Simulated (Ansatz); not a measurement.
Runs of Ansatz 0.2.0 on Pb. Symmetry: Im-3m, No. 229, cubic system. The conventional cell has a = 3.959 Å, b = 3.959 Å, c = 3.959 Å, α = 90.00°, β = 90.00°, γ = 90.00°. Around Pb (site symmetry m-3m) lie 8 Pb at 3.43 Å. This isn't the form of Pb at room conditions, which is fcc.

| task | level | spin | cell | k mesh | cutoff (eV) | points for each segment of the path | gap on the mesh (eV) | pressure (GPa) | relaxed volume (Å³/atom) |
| --- | --- | --- | --- | --- | --- | --- | --- | --- | --- |
| relaxation of cell and atoms | HSE03 | off | relaxed | 5 × 5 × 5 | 420 | - | none | 0.0 | 32.33 |
| band structure | HSE03 | off | as given | 5 × 5 × 5 | 420 | 4 | none | 1.9 | - |
| band structure | HSE06 | off | as given | 5 × 5 × 5 | 420 | 4 | none | (c) | - |
| relaxation of cell and atoms | PBEsol0 | off | relaxed | 5 × 5 × 5 | 420 | - | none | 0.0 | (b) |
| single point | HSE06 | SOC, no magnetisation | as given | 4 × 4 × 4 | 420 | - | none | -1.6 | - |
| single point | r2SCAN0 | off | as given | 5 × 5 × 5 | 500 | - | none | 1.0 | - |
| relaxation of cell and atoms | B3LYP | off | relaxed | 5 × 5 × 5 | 420 | - | none | 0.0 | 34.25 |
| relaxation of cell and atoms | HSE06 | off | relaxed | 5 × 5 × 5 | 420 | - | none | 0.0 | 32.16 |
| single point | PBEsol0 | off | as given | 5 × 5 × 5 | 420 | - | none | (a) | - |
| relaxation of cell and atoms | HSEsol | off | relaxed | 5 × 5 × 5 | 420 | - | none | 0.0 | 30.93 |
| single point | HF | off | as given | 5 × 5 × 5 | 420 | - | none | 6.7 | - |
| single point | r2SCANh | off | as given | 5 × 5 × 5 | 500 | - | none | 1.4 | - |

Alike in all rows: potentials or basis Ansatz PAW; smearing fermi-dirac 0.05 eV; the mesh is coarse, so values aren't converged.

**Question.** Fill in the values left out.

**Answer.** (a) -0.4; (b) 30.76; (c) 1.6.

Caveats: all runs use coarse meshes; the PAW data sets come from PBE, with cores solved anew for the run's functional, which leaves a small shift of forces and pressure; the thresholds are loose for stress (some runs); the plane-wave basis is chosen anew once the cell has moved, so the energies of steps on either side of that aren't comparable (some runs); spin-orbit coupling is left out, which moves the levels of the heavy elements (some runs).

A k mesh can miss the band edges, and rows without SOC leave out spin-orbit coupling on Pb.

A gap of «none» marks a metal or a gap under the smearing width.
